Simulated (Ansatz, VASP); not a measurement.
**CuI (Marshite): VASP beside Ansatz**

Wanted: the spread between two codes on one cell, functional and k mesh.

Method: plane waves, with VASP 6.6.1 beside it; band structure at HSE06 and band structure at PBE0, in Ansatz 0.2.0.

The database entry behind the starting cell differs from later determinations by our own check (about 0.15 % long (mineral sample)), so it need not match the best structure at ambient conditions.

### 1. The structure

It takes space group F-43m (No. 216, cubic). The conventional cell has a = 6.063 Å, b = 6.063 Å, c = 6.063 Å, α = 90.00°, β = 90.00°, γ = 90.00°. Nearest to Cu lie 4 I at 2.63 Å. Nearest to I lie 4 Cu at 2.63 Å. Farther neighbours and most contacts between anions are not listed.

Structure file:

```xyz
2
Lattice="0.0000 3.0315 3.0315 3.0315 0.0000 3.0315 3.0315 3.0315 0.0000" Properties=species:S:1:pos:R:3 pbc="T T T"
Cu    1.5157    1.5157    1.5157
I     0.0000    0.0000    0.0000
```

### 2. VASP: band structure, HSE06

Levels along a path test the potential and the projectors away from the mesh points.

Lines of VASP's logs that name or quote its potential files are left out, and so is its time.

The run reads the wave functions of an earlier VASP run, which isn't shown here.

INCAR

```
SYSTEM = CuI
PREC = Accurate
ENCUT = 400
EDIFF = 1E-06
NELM = 100
ISMEAR = 0
SIGMA = 0.02
LREAL = .FALSE.
ALGO = Normal
LHFCALC = .TRUE.
AEXX = 0.25
GGA = PE
HFSCREEN = 0.2
LASPH = .TRUE.
NBANDS = 15
PRECFOCK = Fast
LORBIT = 11
LWAVE = .FALSE.
LCHARG = .FALSE.
KPAR = 4
```

POSCAR

```
CuI
1.0
    0.0000000000      3.0315000000      3.0315000000
    3.0315000000      0.0000000000      3.0315000000
    3.0315000000      3.0315000000      0.0000000000
Cu I
1 1
Direct
    0.2500000000      0.2500000000      0.2500000000
    0.0000000000      0.0000000000      0.0000000000
```

KPOINTS

```
Automatic mesh
0
Gamma
4 4 4
0 0 0
```

KPOINTS_OPT

```
Line mode
6
Line-mode
Reciprocal
  0.00000000   0.00000000   0.00000000 GAMMA
  0.50000000   0.00000000   0.50000000 X

  0.50000000   0.00000000   0.50000000 X
  0.50000000   0.25000000   0.75000000 W

  0.50000000   0.25000000   0.75000000 W
  0.37500000   0.37500000   0.75000000 K

  0.37500000   0.37500000   0.75000000 K
  0.00000000   0.00000000   0.00000000 GAMMA

  0.00000000   0.00000000   0.00000000 GAMMA
  0.50000000   0.50000000   0.50000000 L

  0.50000000   0.50000000   0.50000000 L
  0.62500000   0.25000000   0.62500000 U

  0.62500000   0.25000000   0.62500000 U
  0.50000000   0.25000000   0.75000000 W

  0.50000000   0.25000000   0.75000000 W
  0.50000000   0.50000000   0.50000000 L

  0.50000000   0.50000000   0.50000000 L
  0.37500000   0.37500000   0.75000000 K

  0.62500000   0.25000000   0.62500000 U
  0.50000000   0.00000000   0.50000000 X
```

The projector-augmented-wave data sets are Cu and I (PBE family, release 64).

Run with:

```bash
> mpirun -np 4 vasp_std
```

Numbers of over 12 decimals in the logs are rounded to 6 here.

Log:

```text
[banner, memory and clock lines left out]
running    4 mpi-ranks, on    1 nodes
 distrk:  each k-point on    1 cores,    4 groups
 distr:  one band on    1 cores,    1 groups

 POSCAR found type information on POSCAR CuI
 POSCAR found :  2 types and       2 ions
 LDA part: xc-table for (Slater+PW92), standard interpolation
 found WAVECAR, reading the header
 POSCAR, INCAR and KPOINTS ok, starting setup
 FFT: planning ... GRIDC
 FFT: planning ... GRID_SOFT
 FFT: planning ... GRID
 reading WAVECAR
 the WAVECAR file was read successfully
 initial charge from wavefunction
 entering main loop
       N       E                     dE             d eps       ncg     rms          rms(c)
DAV:   1    -0.651011324259E+01   -0.65101E+01   -0.71127E-01   337   0.323E+01    0.275E+00
DAV:   2    -0.643801501246E+01    0.72098E-01   -0.60737E-01   296   0.286E+01    0.265E+00
DAV:   3    -0.644882971881E+01   -0.10815E-01   -0.36419E-02   332   0.208E+00    0.178E+00
DAV:   4    -0.644788718113E+01    0.94254E-03   -0.63208E-03   310   0.286E+00    0.108E+00
DAV:   5    -0.644784530175E+01    0.41879E-04   -0.11094E-03   372   0.774E-01    0.730E-01
DAV:   6    -0.644781834681E+01    0.26955E-04   -0.79364E-05   394   0.229E-01    0.433E-01
DAV:   7    -0.644780390958E+01    0.14437E-04   -0.17008E-05   380   0.117E-01    0.247E-01
DAV:   8    -0.644779991363E+01    0.39960E-05   -0.24565E-06   268   0.115E-02    0.143E-01
DAV:   9    -0.644779860795E+01    0.13057E-05   -0.69411E-07   211   0.176E-02    0.845E-02
DAV:  10    -0.644779830238E+01    0.30557E-06   -0.52976E-07   218   0.634E-03
   1 F= -.64477983E+01 E0= -.64477983E+01  d E =-.544874E-21
 Start KPOINTS_OPT (optional k-point list driver)
k-point batch [1-8\60]
       N       E                     dE             ncg
DAV:   1     0.873782017102E+03   -0.18251E+04      240
DAV:   2    -0.764818714440E+01   -0.88143E+03      240
DAV:   3    -0.723869521540E+02   -0.64739E+02      331
DAV:   4    -0.746753597863E+02   -0.22884E+01      310
DAV:   5    -0.747605920930E+02   -0.85232E-01      394
DAV:   6    -0.747620989107E+02   -0.15068E-02      353
DAV:   7    -0.747621181203E+02   -0.19210E-04      394
DAV:   8    -0.747621183516E+02   -0.23126E-06      274
[...]
k-point batch [57-60\60]
       N       E                     dE             ncg
DAV:   1     0.251411148943E+04   -0.17407E+04      120
DAV:   2     0.209530022283E+04   -0.41881E+03      120
DAV:   3     0.206635606598E+04   -0.28944E+02      176
DAV:   4     0.206546871395E+04   -0.88735E+00      169
DAV:   5     0.206543284543E+04   -0.35869E-01      201
DAV:   6     0.206543239951E+04   -0.44592E-03      169
DAV:   7     0.206543239327E+04   -0.62400E-05      208
DAV:   8     0.206543239318E+04   -0.87173E-07      144
```

Parts of OUTCAR (step 2):

```text
ion  position               nearest neighbor table
   1  0.250  0.250  0.250-   2 2.63   2 2.63   2 2.63   2 2.63
   2  0.000  0.000  0.000-   1 2.63   1 2.63   1 2.63   1 2.63

  LATTYP: Found a face centered cubic cell.
 ALAT       =     6.0630000000

 Subroutine GETGRP returns: Found 24 space group operations
 (whereof 24 operations were pure point group operations)

The static configuration has the point symmetry T_d .

 Found      8 irreducible k-points:

   k-points           NKPTS =      8   k-points in BZ     NKDIM =     64   number of bands    NBANDS=     15

   dimension x,y,z NGX =    28 NGY =   28 NGZ =   28
   dimension x,y,z NGXF=    56 NGYF=   56 NGZF=   56

   ENCUT  =  400.0 eV  29.40 Ry    5.42 a.u.   6.99  6.99  6.99*2*pi/ulx,y,z

   NELECT =      18.0000    total number of electrons

 k-points in reciprocal lattice and weights: Automatic mesh
   0.00000000  0.00000000  0.00000000       0.016
   0.25000000  0.00000000  0.00000000       0.125
   0.50000000  0.00000000  0.00000000       0.062
   0.25000000  0.25000000  0.00000000       0.094
   0.50000000  0.25000000  0.00000000       0.375
  -0.25000000  0.25000000  0.00000000       0.188
   0.50000000  0.50000000  0.00000000       0.047
  -0.25000000  0.50000000  0.25000000       0.094

  exchange ACFDT corr.  =         0.00000000  see jH, gK, PRB 81, 115126

 average (electrostatic) potential at core
       1 -58.0670       2 -88.6418

 E-fermi :   3.5969

 k-point     1 :       0.0000    0.0000    0.0000
  band No.  band energies     occupation
    ...
      5       0.9878      2.00000
      6       0.9878      2.00000
      7       3.4682      2.00000
      8       3.4682      2.00000
      9       3.4682      2.00000
     10       6.0780      0.00000
     11       9.7906      0.00000
     12       9.7906      0.00000
     13       9.7906      0.00000
     14      13.3654      0.00000
    ...

 k-point     2 :       0.2500    0.0000    0.0000
  band No.  band energies     occupation
    ...
      5       0.9782      2.00000
      6       0.9782      2.00000
      7       1.8118      2.00000
      8       3.0343      2.00000
      9       3.0343      2.00000
     10       7.2286      0.00000
     11      10.3664      0.00000
     12      10.3664      0.00000
     13      10.3956      0.00000
     14      13.6763      0.00000
    ...

 k-point     3 :       0.5000    0.0000    0.0000
  band No.  band energies     occupation
    ...
      5       1.0105      2.00000
      6       1.0105      2.00000
      7       1.0629      2.00000
      8       2.6345      2.00000
      9       2.6345      2.00000
     10       7.0827      0.00000
     11      10.2966      0.00000
     12      10.2966      0.00000
     13      12.3097      0.00000
     14      14.2707      0.00000
    ...

  energy-cutoff  :      400.00
  volume of cell :       55.72
      direct lattice vectors                 reciprocal lattice vectors
     0.000000000  3.031500000  3.031500000    -0.164934851  0.164934851  0.164934851
     3.031500000  0.000000000  3.031500000     0.164934851 -0.164934851  0.164934851
     3.031500000  3.031500000  0.000000000     0.164934851  0.164934851 -0.164934851

 POSITION                                       TOTAL-FORCE (eV/Angst)
 -----------------------------------------------------------------------------------
      1.51575      1.51575      1.51575         0.000000     -0.000000     -0.000000
      0.00000      0.00000      0.00000        -0.000000      0.000000      0.000000
 -----------------------------------------------------------------------------------
    total drift:                               -0.000292     -0.000230     -0.000178

  FREE ENERGIE OF THE ION-ELECTRON SYSTEM (eV)
  ---------------------------------------------------
  free  energy   TOTEN  =        -6.4477983024 eV

  energy  without entropy=       -6.4477983024  energy(sigma->0) =       -6.44779830

 total charge
# of ion       s       p       d       tot
------------------------------------------
    1        0.292   0.252   9.422   9.966
    2        1.487   2.877   0.043   4.408
--------------------------------------------------
tot          1.780   3.129   9.465  14.374

[... 3 further parts left out ...]
```

### 3. Ansatz: band structure, HSE06

Ansatz runs on its default PAW (the set named soft_2) files.

The same cell, functional, mesh and smearing now go to Ansatz, which takes its cutoff from its data sets.

input.yaml

```yaml
crystal:
  lattice:
    - [0.0, 3.0315, 3.0315]
    - [3.0315, 0.0, 3.0315]
    - [3.0315, 3.0315, 0.0]
  atoms:
    - { symbol: Cu, position: [0.25, 0.25, 0.25] }
    - { symbol: I, position: [0.0, 0.0, 0.0] }
hamiltonian:
  xc: { exchange: pbe, correlation: pbe, exx: { coeff: 0.25, omega: 0.2 } }
  pseudopotentials: { kind: paw }
kpoints:
  mp_grid: { grid: [4, 4, 4] }
  band_path:
    path:
      - [0.0, 0.0, 0.0]
      - [0.5, 0.0, 0.5]
      - [0.5, 0.2, 0.7]
      - [0.4, 0.35, 0.75]
      - [0.15, 0.15, 0.3]
      - [0.2, 0.2, 0.2]
      - [0.55, 0.4, 0.55]
      - [0.6, 0.25, 0.65]
      - [0.5, 0.25, 0.75]
      - [0.5, 0.5, 0.5]
      - [0.375, 0.375, 0.75]
      - [0.5, 0.0, 0.5]
    npoints: 1
scf:
  occupations: { method: gaussian, width: 0.02 }
  n_extra_bands: 7
output:
  forces: true
  stress: true
  eigenvalues: true
```

Run with:

```bash
> ansatz run input.yaml --threads 4 --pin off --max-ram 9216MiB --backend cpu --events-out ev --progress --plain --runs-dir out
```

Log:

```text
Warning: output.stress: scf.convergence.dr2_threshold = 1e-7 eV (the SCF's general default) is looser than the 2e-10 eV advised for a printed stress (1e-10 eV for each atom of the cell: 2). What an SCF threshold leaves in a stress goes as its square root, and in the free energy as the threshold itself, and one threshold admits the most on a small cell: [figures from the program's tests cut] Set scf.convergence.dr2_threshold to 2e-10 eV or tighter. The threshold is an SCF's pass mark: one that does not reach it within its budget of iterations ends unconverged, or closes short of it on a stop that the run arms, and scf.convergence.dr2_threshold's page says what that costs each kind of run
Warning: output.stress: scf.exx.energy_threshold = 1e-6 eV is looser than the 2e-8 eV advised for a stress under a hybrid functional (1e-8 eV for each atom of the cell: 2). Every SCF of the exchange loop can meet its threshold on dr2 while the loop round them stops early: no threshold on dr2 bounds what that leaves in the stress. Set scf.exx.energy_threshold to 2e-8 eV or tighter. The threshold is the loop's pass mark: a loop that does not reach it within its budget of cycles ends unconverged, and scf.exx.energy_threshold's page has the law
scf.n_extra_bands = 7 over 18 filled bands (N_el = 36.0): the run solves 25 bands
Engine: ansatz 0.2.0, aarch64-unknown-linux-gnu
Pseudopotentials: kind: paw
Pseudopotential: Cu, paw, valence charge 19, recommended cutoff 420 eV (normal), Cu.paw.azcp
Pseudopotential: I, paw, valence charge 17, recommended cutoff 420 eV (normal), I.paw.azcp
Functional definition: unnamed
  parameter a_1 = 0.25
  parameter omega_1 = 0.2/angstrom
  exchange = pbe_x + (-a_1)*pbe_x_sr(omega_1) + a_1*exact_x_sr(omega_1)
  correlation = pbe_c
Crystal: 2 atoms, lattice volume = 55.719 Å³
Basis set: ecut = 420 eV, 1067 PW (Γ), exchange–correlation on 60×60×60 points (8 copies of the dense FFT grid, shifted against one another)
Bands: 25, of which v1, the nominal top of the filled ones, is band 18 counted from 1 (17 counted from 0)
Symmetry: 24 space group operations
Space group: F-43m (ITA 216), of the structure as read, at distance tolerance 3.8e-5 Å
k-points: 8 of 64 (time reversal used)
Non-local potential: Cu, projectors of the file, l = 0: 3, l = 1: 2, l = 2: 3, l = 3: 1
Non-local potential: I, projectors of the file, l = 0: 2, l = 1: 2, l = 2: 2, l = 3: 2
PAW form: soft (Blöchl's): semilocal exchange-correlation on the pseudo side does not see the compensation charge
PAW frozen core: Cu, regenerated for the run's functional, and the local potential with it (the file was generated under x = pbe(κ = 0.804, μ = 0.219515), c = pbe(β = 0.066725))
PAW frozen core: I, regenerated for the run's functional, and the local potential with it (the file was generated under x = pbe(κ = 0.804, μ = 0.219515), c = pbe(β = 0.066725))
PAW one-centre angular grid: Cu, 590 points (default); XC on 64 Gauss nodes
PAW one-centre angular grid: I, 590 points (default); XC on 96 Gauss nodes
Initial density: superposition of atomic densities (neutral atoms: chi_scale 0, normalization atom), corrected by the library's trained network
Initial wavefunctions: pseudopotential atomic-orbital guess
Functional: x = pbe(κ = 0.804, μ = 0.219515), c = pbe(β = 0.066725), warm-up for x = pbe(κ = 0.804, μ = 0.219515) + 0.25 (exact − pbe) at short range (hse, ω = 0.2 Å⁻¹), c = pbe(β = 0.066725)
SCF iter   1: F=—  HF=-14138.332108 eV  |F-HF|=—  |Δ(HF+E_count)|=         —  Δρ=7.33e-4  dr2=1.80e-4  ethr=1.77e-3  ⟨swp⟩=12.4  Hψ=999  notcnv=0
preconditioner: auto → none  [insulator: Δε(μ)=1.127 eV  Ē_g=11.145 eV  σ=0.020 eV  W_gap=1.00  n_scr=14 (ndim 8)  ℏωp=21.1 eV  f_vac=0.179  D(μ)=0.00/eV (n_scr^D=0)]
SCF iter   2: F=-14138.332299 eV  HF=-14138.332407 eV  |F-HF|=1.08e-4  |Δ(HF+E_count)|=   2.99e-4  Δρ=4.61e-4  dr2=8.19e-5  ethr=4.99e-7  ⟨swp⟩=4.5  Hψ=725  notcnv=0
SCF 1 stopped early in 2 iterations: F = -14138.332299 eV  dr2 = 8.19e-5
  greatest PAW one-centre occupation: 1.000 electrons in one spin orbital (limit 2), on the Cu atom at site 0 (counted from 0), in its partial waves of l = 0
Initial density: handed on by an earlier stage of this run
Initial wavefunctions: those handed on with the density
Functional: x = pbe(κ = 0.804, μ = 0.219515) + 0.25 (exact − pbe) at short range (hse, ω = 0.2 Å⁻¹), c = pbe(β = 0.066725)
Exchange kernel: α = 0.2500, screened, ω = 0.2000 Å⁻¹, Wigner–Seitz truncation, v(0) = 1113.6238 eV·Å³, q-mesh 4×4×4, nearest image of the exchange supercell L = 17.15 Å, pair-density grid 18×18×18, without the augmentation charges, whose exchange is taken in its separable form by FFT convolution over the k-point mesh (sized by the pseudopotential files, 24×24×24 at the most), smooth part of the exact exchange by density-matrix convolution
Frozen-core exchange: fock
SCF iter   1: F=—  HF=-14142.497875 eV  |F-HF|=—  |Δ(HF+E_count)|=         —  Δρ=3.21e-2  dr2=3.89e-1  ethr=2.28e-6  ⟨swp⟩=5.9  Hψ=913  notcnv=0
preconditioner: auto → none  [insulator: Δε(μ)=2.880 eV  Ē_g=13.439 eV  σ=0.020 eV  W_gap=1.00  n_scr=14 (ndim 8)  ℏωp=21.1 eV  f_vac=0.179  D(μ)=0.00/eV (n_scr^D=0)]
SCF iter   2: F=—  HF=-14142.508967 eV  |F-HF|=—  |Δ(HF+E_count)|=   1.11e-2  Δρ=2.72e-2  dr2=2.91e-1  ethr=2.28e-6  ⟨swp⟩=5.5  Hψ=768  notcnv=0
SCF iter   3: F=—  HF=-14142.418661 eV  |F-HF|=—  |Δ(HF+E_count)|=   9.03e-2  Δρ=5.74e-3  dr2=1.39e-2  ethr=2.28e-6  ⟨swp⟩=5.2  Hψ=720  notcnv=0
SCF iter   4: F=—  HF=-14142.430954 eV  |F-HF|=—  |Δ(HF+E_count)|=   1.23e-2  Δρ=2.76e-3  dr2=3.01e-3  ethr=2.28e-6  ⟨swp⟩=4.2  Hψ=582  notcnv=0  defer=1
iter 5 solved again at ethr=3.43e-8 eV; its pass at ethr=2.28e-6 eV (dr2=1.23e-5 eV) is discarded
SCF iter   5: F=—  HF=-14142.430411 eV  |F-HF|=—  |Δ(HF+E_count)|=   5.42e-4  Δρ=1.56e-4  dr2=3.94e-5  ethr=3.43e-8  ⟨swp⟩=3.1  Hψ=877  notcnv=0
SCF iter   6: F=—  HF=-14142.430635 eV  |F-HF|=—  |Δ(HF+E_count)|=   2.23e-4  Δρ=2.27e-4  dr2=3.20e-5  ethr=3.42e-8  ⟨swp⟩=4.1  Hψ=528  notcnv=0  defer=1
SCF iter   7: F=-14142.430623 eV  HF=-14142.430624 eV  |F-HF|=3.27e-7  |Δ(HF+E_count)|=   1.08e-5  Δρ=2.67e-5  dr2=1.18e-6  ethr=3.42e-8  ⟨swp⟩=4.0  Hψ=433  notcnv=0
SCF 2 stopped early in 7 iterations: F = -14142.430623 eV  dr2 = 1.18e-6
  greatest PAW one-centre occupation: 1.000 electrons in one spin orbital (limit 2), on the Cu atom at site 0 (counted from 0), in its partial waves of l = 1
hybrid outer 1: dexx = +1.528e-2 eV, tail = 9.15e-5 eV
Exchange kernel: α = 0.2500, screened, ω = 0.2000 Å⁻¹, Wigner–Seitz truncation, v(0) = 1113.6238 eV·Å³, q-mesh 4×4×4, nearest image of the exchange supercell L = 17.15 Å, pair-density grid 18×18×18, without the augmentation charges, whose exchange is taken in its separable form by FFT convolution over the k-point mesh (sized by the pseudopotential files, 24×24×24 at the most), smooth part of the exact exchange by density-matrix convolution
Frozen-core exchange: fock
SCF iter   1: F=—  HF=-14142.430453 eV  |F-HF|=—  |Δ(HF+E_count)|=         —  Δρ=1.20e-4  dr2=5.29e-6  ethr=1.27e-6  ⟨swp⟩=4.8  Hψ=456  notcnv=0
preconditioner: auto → none  [insulator: Δε(μ)=2.664 eV  Ē_g=13.066 eV  σ=0.020 eV  W_gap=1.00  n_scr=14 (ndim 8)  ℏωp=21.1 eV  f_vac=0.185  D(μ)=0.00/eV (n_scr^D=0)]
SCF iter   2: F=—  HF=-14142.430453 eV  |F-HF|=—  |Δ(HF+E_count)|=   4.89e-8  Δρ=2.15e-5  dr2=1.73e-7  ethr=1.07e-8  ⟨swp⟩=4.0  Hψ=520  notcnv=0
SCF iter   3: F=—  HF=-14142.430454 eV  |F-HF|=—  |Δ(HF+E_count)|=   3.64e-7  Δρ=7.68e-6  dr2=5.23e-8  ethr=3.17e-10  ⟨swp⟩=3.8  Hψ=518  notcnv=0  defer=1
SCF iter   4: F=-14142.430454 eV  HF=-14142.430454 eV  |F-HF|=4.24e-9  |Δ(HF+E_count)|=   1.63e-8  Δρ=2.01e-6  dr2=2.89e-9  ethr=1.20e-10  ⟨swp⟩=3.2  Hψ=396  notcnv=0  defer=1
SCF 3 converged in 4 iterations: F = -14142.430454 eV  dr2 = 2.89e-9
  Residual-converged pass: ⟨swp⟩=3.2  Hψ=444  notcnv=0  max |occ|·‖R‖ = 2.3e-6 eV (tolerance 2.4e-6 eV)  dr2=2.89e-9  dr2_onsite=3.97e-9  max |Δocc| = 0.0e0
hybrid outer 2: dexx = +5.027e-7 eV, tail = 6.74e-8 eV, Δε = 6.49e-3 eV (about 2.74e-4 eV left of the loop's levels)
NSCF: frozen V_eff on 12 k-points
hybrid SCF converged: 2 outer / 11 inner (+2 warm-up), last move |dexx| = 5.03e-7 eV, tail = 6.74e-8 eV
Stability not checked: this state was not tested for a lower state beside it, because the functional holds exact exchange (a hybrid, or Hartree-Fock), whose exchange loop this test does not read (fock_operator; see scf.lower_state_search)
Free energy (F): -14142.430454 eV
Frozen-core exchange: fock
Harris-Foulkes:  -14142.430454 eV  (|F-HF|=4.24e-9)
Internal energy: -14142.430454 eV  (E = F + TS)
E sigma→0 (E₀):  -14142.430454 eV
Fermi energy:    8.498358 eV
--- Per-component energies (eV) ---
  E_band       = -960.866634
  E_kinetic    = 490.127324
  E_local      = -7649.734040  (includes V_loc(G=0)·N_el)
  E_nonlocal   = 324.549757
  E_hartree    = 3567.759027
  E_xc         = -172.602485
  E_vxc        = -191.794273  (∫ρ·V_xc dr)
  E_exx        = -160.398021  (= α·E_x^exact, valence–valence)
  E_paw        = -6387.418138  (= ΣΔE_a)
  E_vpaw       = -748.742727  (= ΣTr[D̂ρ^β])
  E_aug_tail   = 0.000302  (compensation charges beyond the density's cutoff)
  E_ewald      = -4154.131452
  E_core_change = -0.582723  (= ΣΔE_core)
  E_smearing   = -0.000000  (= −TS)
  E_closure    = -0.000005  (closes the sum)
  Σ components = -14142.430454   (vs F -14142.430454, Δ=0.00e0)
--- Forces (eV/Å), atoms counted from 1 ---
  atom   1  Cu    -0.00000000    -0.00000000    -0.00000000
  atom   2  I      0.00000000    -0.00000000     0.00000000
  max |Σ_I F_I| component: 4.39e-17 eV/Å
--- Stress (GPa, compression-positive) ---
        0.797448       0.000000      -0.000000
        0.000000       0.797448       0.000000
        0.000000       0.000000       0.797448
  P = ⅓ Tr σ = 0.7974 GPa (7.974 kbar)
--- Band table (eV; the first three rows and the last of 8) ---
  k-point 0: bands = [... 14 lower, 4.6705, 7.1661, 7.1661, 7.1661, 9.8304, 13.5300, 13.5300, 13.5300, ... 3 higher]
  k-point 1: bands = [... 14 lower, 4.6613, 5.5027, 6.7320, 6.7320, 10.9679, 14.1070, 14.1070, 14.1238, ... 3 higher]
  k-point 2: bands = [... 14 lower, 4.6937, 4.7464, 6.3321, 6.3321, 10.8164, 14.0339, 14.0339, 16.0023, ... 3 higher]
  k-point 7: bands = [... 14 lower, 4.7730, 4.7826, 4.9131, 5.4709, 13.0959, 13.3581, 14.7452, 14.9300, ... 3 higher]
```

It took 20 s on 4 threads of Arm Neoverse V2, shared host; peak memory 0.8 GiB.

In the SCF lines HF is the Harris–Foulkes energy and dr2 the Hartree energy of the density residual, in eV; the loop may stop once dr2 is under the threshold and the program's other checks hold. Hψ counts applications of the Hamiltonian.

(Continued in part 2 of 2.)

[Lines on the potential files, build, host, timing and source positions are cut from VASP's logs without a mark.]

[Logs are printed without paths, hosts, clocks, repeated set-up lines and the standing remarks that a program may print on its own settings, such as how far it seeks lower states.]

[Hosts, paths, dates, database ids (printed as entryN), source tags and the programs' standing remarks are cut or masked in the printed files.]
